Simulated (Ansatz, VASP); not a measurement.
Two plane-wave programs on Si

Contents of POSCAR:

```
Si
1.0
    2.6290009014      0.0000000000      0.0000000000
   -1.3145004507      2.2767815672      0.0000000000
    0.0000000000      0.0000000000      2.4937990757
Si
1
Direct
    0.0000000000      0.0000000000      0.0000000000
```

INCAR.step1

```
PREC     = Accurate       # precision mode
ENCUT    = 520            # plane-wave cutoff, eV
ISMEAR   = 0              # smearing method
SIGMA    = 0.15           # smearing width, eV
LREAL    = F              # projectors in reciprocal space
LASPH    = T              # aspherical terms in the spheres
NELM     = 80             # most SCF steps
NBANDS   = 8              # bands
GGA      = PE             # functional
ALGO     = Normal         # electronic algorithm
EDIFF    = 1E-4           # SCF threshold, eV
LWAVE    = T              # write WAVECAR
LCHARG   = F              # write CHGCAR
```

INCAR.step2

```
PREC     = Accurate       # precision mode
ENCUT    = 520            # plane-wave cutoff, eV
EDIFF    = 1E-7           # SCF threshold, eV
ISMEAR   = 0              # smearing method
SIGMA    = 0.15           # smearing width, eV
LREAL    = F              # projectors in reciprocal space
LASPH    = T              # aspherical terms in the spheres
NELM     = 80             # most SCF steps
ALGO     = Normal         # electronic algorithm
ISIF     = 2              # what is computed and relaxed
LWAVE    = F              # write WAVECAR
LCHARG   = T              # write CHGCAR
METAGGA  = R2SCAN         # meta-GGA
LMIXTAU  = T            
LELF     = T              # ELF
LVHAR    = T            
NBANDS   = 8              # bands
ISTART   = 1
```

Contents of KPOINTS:

```
Automatic mesh
0
Gamma
  12 12 14
```

Input for Ansatz:

```yaml
crystal:
  lattice:
    - [2.6290009029, 0.0, 0.0]
    - [-1.3145004515, 2.2767815685, 0.0]
    - [0.0, 0.0, 2.4937990725]
  atoms:
    - { symbol: Si, position: [0.0, 0.0, 0.0] }
basis:
  ecutwfc: 500
kpoints:
  mp_grid: { grid: [12, 12, 14] }
hamiltonian:
  xc: r2scan
scf:
  occupations: { method: gaussian, width: 0.15 }
output:
  forces: true
  stress: true
  eigenvalues: true
```

This isn't the form of Si at room conditions, which is diamond.

Alike in both runs: task single point; functional r2SCAN; k mesh 12 × 12 × 14; occupations gaussian, width 0.15 eV; no spin polarisation.

|  | VASP | Ansatz |
| --- | --- | --- |
| version | VASP 6.6.1 | Ansatz 0.2.0 |
| potentials or method | VASP PAW PBE potentials, release 64 (Si) | scalar-relativistic, plane waves, PAW |
| plane-wave cutoff (eV) | 520 | 500 |
| valence electrons in the cell | 4 | 4 |

```tsv
	VASP	Ansatz	Ansatz less VASP
gap on the k mesh at the Fermi level (eV)	none	none	-
pressure (GPa)	0.1	0.2	+0.08
largest component of the traceless stress (GPa)	1.58	1.51	-0.071
```

A gap of «none» marks a metal or a gap that the smearing closes. With one functional, cell and mesh, what is left measures potentials, basis and numerics.

Caveats: the PAW data sets were made with another functional, which shifts forces and pressure a little (VASP).
